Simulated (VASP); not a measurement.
# FePt: intraband terms of a metal's spectrum

FePt, P4/mmm (no. 123), 2 atoms in the cell. PBE, independent-particle dielectric function; PAW potentials Pt, Fe (PBE set).

## Input

INCAR.step1:
```
PREC     = Accurate       # precision mode
ENCUT    = 320            # plane-wave cutoff, eV
ISMEAR   = 1              # smearing method
SIGMA    = 0.1            # smearing width, eV
EDIFF    = 1E-7           # SCF threshold, eV
LASPH    = T              # aspherical terms in the spheres
KPAR     = 4            
LWAVE    = F              # write WAVECAR
LCHARG   = T              # write CHGCAR
ISPIN    = 2              # spin polarisation
MAGMOM   = 0 3            # initial moments
LMAXMIX  = 4              # l up to which the mixer works
```

INCAR.step2:
```
PREC     = Accurate       # precision mode
ENCUT    = 320            # plane-wave cutoff, eV
ISMEAR   = 0              # smearing method
SIGMA    = 0.3            # smearing width, eV
EDIFF    = 1E-6           # SCF threshold, eV
LASPH    = T              # aspherical terms in the spheres
KPAR     = 4            
LWAVE    = T              # write WAVECAR
LCHARG   = F              # write CHGCAR
ISPIN    = 2              # spin polarisation
MAGMOM   = 0 3            # initial moments
LMAXMIX  = 4              # l up to which the mixer works
ICHARG   = 11             # starting density
NBANDS   = 27             # bands
NEDOS    = 3000           # points of the DOS
OMEGAMAX = 30           
CSHIFT   = 0.1           
```

INCAR.step3, as INCAR.step2 but for:
```
- LWAVE = T
+ LWAVE = F
+ LOPTICS = T
+ ALGO = None
+ NELM = 1
+ ISTART = 1
```

INCAR.step4, as INCAR.step3 but for:
```
+ WPLASMAI = 0.03
```

INCAR.step5 to INCAR.step6 change the same tag again: WPLASMAI = 0.1, 0.3.

INCAR.step7, as INCAR.step6 but for:
```
- WPLASMAI = 0.3
+ RTIME = 5
```

INCAR.step8, as INCAR.step7 but for:
```
- RTIME = 5
+ RTIME = 40
```

INCAR.step9, as INCAR.step8 but for:
```
- RTIME = 40
+ LNABLA = T
```

INCAR.step10, as INCAR.step9 but for:
```
- ISMEAR = 0
- LNABLA = T
+ ISMEAR = -5
```

KPOINTS.step1:
```
k-points
0
Gamma
  10 10 7
```

KPOINTS.step2:
```
k-points
0
Gamma
  8 8 6
```

POSCAR:
```
FePt
1.0
    2.7235000000      0.0000000000      0.0000000000
    0.0000000000      2.7235000000      0.0000000000
    0.0000000000      0.0000000000      3.7200000000
Pt Fe
1 1
Direct
    0.5000000000      0.5000000000      0.5000000000
    0.0000000000      0.0000000000      0.0000000000
```

Commands (each step's output is kept before the next begins):
```
cat potpaw_PBE.64/Pt/POTCAR potpaw_PBE.64/Fe/POTCAR > POTCAR
cp INCAR.step1 INCAR
cp KPOINTS.step1 KPOINTS
mpirun -np 4 vasp_std > vasp.out
cp INCAR.step2 INCAR
cp KPOINTS.step2 KPOINTS
mpirun -np 4 vasp_std > vasp.out
cp INCAR.step3 INCAR
mpirun -np 4 vasp_std > vasp.out
cp INCAR.step4 INCAR
mpirun -np 4 vasp_std > vasp.out
cp INCAR.step5 INCAR
mpirun -np 4 vasp_std > vasp.out
cp INCAR.step6 INCAR
mpirun -np 4 vasp_std > vasp.out
cp INCAR.step7 INCAR
mpirun -np 4 vasp_std > vasp.out
cp INCAR.step8 INCAR
mpirun -np 4 vasp_std > vasp.out
cp INCAR.step9 INCAR
mpirun -np 4 vasp_std > vasp.out
cp INCAR.step10 INCAR
mpirun -np 4 vasp_std > vasp.out
```

## Result

- Bands: 27

One ground state, settings moved in the last step alone:

| Settings | Plasma frequency (eV) | Im ε at 0.5 eV | Im ε at 1 eV | Im ε at 2 eV | Im ε at 4 eV | Time (s) |
|---|---|---|---|---|---|---|
| interband part alone | 5.06 | 30.3 | 24.4 | 28.5 | 9.4 | 7 |
| Drude term, WPLASMAI 0.03 | 5.06 | 36.4 | 25.2 | 28.6 | 9.4 | 7 |
| Drude term, WPLASMAI 0.1 | 5.06 | 50.0 | 26.9 | 28.8 | 9.4 | 6 |
| Drude term, WPLASMAI 0.3 | 5.06 | 75.5 | 31.4 | 29.4 | 9.5 | 8 |
| relaxation time RTIME 5 fs | 5.06 | 55.5 | 27.7 | 28.9 | 9.4 | 7 |
| relaxation time RTIME 40 fs | 5.06 | 33.7 | 24.8 | 28.5 | 9.4 | 6 |
| transversal form (LNABLA) | 3.78 | 22.6 | 10.9 | 12.1 | 5.1 | 6 |
| tetrahedron method | – | – | – | – | – | no result |

Limits: Spin-orbit coupling is left out, which can matter with atoms this heavy.

VASP 6.6.1 took 68 s on 4 cores (AMD EPYC 7R43 (Zen 3)), a shared host.
